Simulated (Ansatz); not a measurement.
# Al2O3 (corundum): the cost of one run

Program: Ansatz 0.2.0. Level of theory: DFT PBEsol, scalar-relativistic, plane waves, PAW. These are calculated values, not measurements.

### Step 1. The structure to begin with

Symmetry: R-3c, No. 167, trigonal system. The conventional cell has a = 4.759 Å, b = 4.759 Å, c = 12.991 Å, α = 90.00°, β = 90.00°, γ = 120.00°. Al (site symmetry 3) is surrounded by 6 O at 1.85 to 1.97 Å. O (site symmetry 2) has 4 Al at 1.85 to 1.97 Å as nearest neighbours.

Coordinates:

```cif
data_structure
_symmetry_space_group_name_H-M 'R-3c:H'
_symmetry_Int_Tables_number 167
_cell_length_a 4.7590
_cell_length_b 4.7590
_cell_length_c 12.9910
_cell_angle_alpha 90.000
_cell_angle_beta 90.000
_cell_angle_gamma 120.000
_cell_volume 254.80
loop_
_atom_site_label
_atom_site_type_symbol
_atom_site_symmetry_multiplicity
_atom_site_Wyckoff_symbol
_atom_site_fract_x
_atom_site_fract_y
_atom_site_fract_z
_atom_site_occupancy
Al1 Al 12 c 0.66667 0.33333 0.18553 1
O1 O 18 e 0.63963 0.66667 0.41667 1
```

### Step 2. Cell and atoms relaxed at 0 GPa

Input file input.yaml:

```yaml
crystal:
  lattice:
    - [2.3795, 1.3738049655, 4.3303333333]
    - [-2.3795, 1.3738049655, 4.3303333333]
    - [0.0, -2.7476099311, 4.3303333333]
  atoms:
    - { symbol: Al, position: [0.3522, 0.3522, 0.3522] }
    - { symbol: Al, position: [0.6478, 0.6478, 0.6478] }
    - { symbol: Al, position: [0.1478, 0.1478, 0.1478] }
    - { symbol: Al, position: [0.8522, 0.8522, 0.8522] }
    - { symbol: O, position: [0.5563, 0.9437, 0.25] }
    - { symbol: O, position: [0.4437, 0.0563, 0.75] }
    - { symbol: O, position: [0.25, 0.5563, 0.9437] }
    - { symbol: O, position: [0.75, 0.4437, 0.0563] }
    - { symbol: O, position: [0.9437, 0.25, 0.5563] }
    - { symbol: O, position: [0.0563, 0.75, 0.4437] }
scf:
  occupations: { method: fixed }
output:
  forces: true
  stress: true
  eigenvalues: true
  write_density: true
  write_potential: true
  elf: true
  volumetric_format: npy
hamiltonian:
  xc: pbesol
basis:
  ecutwfc: 560
kpoints:
  mp_grid: { grid: [5, 5, 5] }
relax:
  f_tol: 0.001
  max_steps: 60
  cell: { stress_tol: 0.02, p_target: 0 }
```

Started as:

```
> ansatz run input.yaml --threads 3 --pin off --max-ram 9216MiB --backend cpu --events-out ev --progress --plain --runs-dir out
```

What time and memory should one allow on 3 threads of Intel Xeon Platinum 8259CL at 2.50GHz (Skylake/Cascade Lake), shared host?

About 14 s, with a peak of 0.52 GiB.
